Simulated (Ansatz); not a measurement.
Gas-phase electronic energies from Ansatz, PBE0-D4/def2-TZVP geometries. CCSD(T)/CBS adds triple-zeta CCSD(T) − MP2 to the extrapolated MP2 energy (def2 sets, frozen cores). This one scheme is used for every species. Functionals use def2-TZVPP. B3LYP here is the variant with VWN-RPA as its local correlation; programs differ in this. One conformer a species, not always the lowest.

Consider the formal exchange of groups at a C–C bond: `C=CCCC=C` + `CO[SiH2]N` → `C=C[SiH](N)OC` + `C=CCC`.

**Question.** Is it downhill or uphill in electronic energy at CCSD(T)/CBS, and by how much? (Estimate.)

**Answer.** Ansatz gave: Downhill: ΔE = -38.4 kJ/mol.

**Question.** What do these levels give: r2SCAN-D4, B3LYP-D4, PBE, B3LYP, MP2/def2-TZVPP, HF/CBS(def2)? (Best estimate.)

**Answer.** Computed: r2SCAN-D4 -40.9, B3LYP-D4 -40.1, PBE -38.1, B3LYP -39.1, MP2/def2-TZVPP -36.8, HF/CBS(def2) -37.5 kJ/mol.

Largest T1 diagnostic among the species: 0.011.
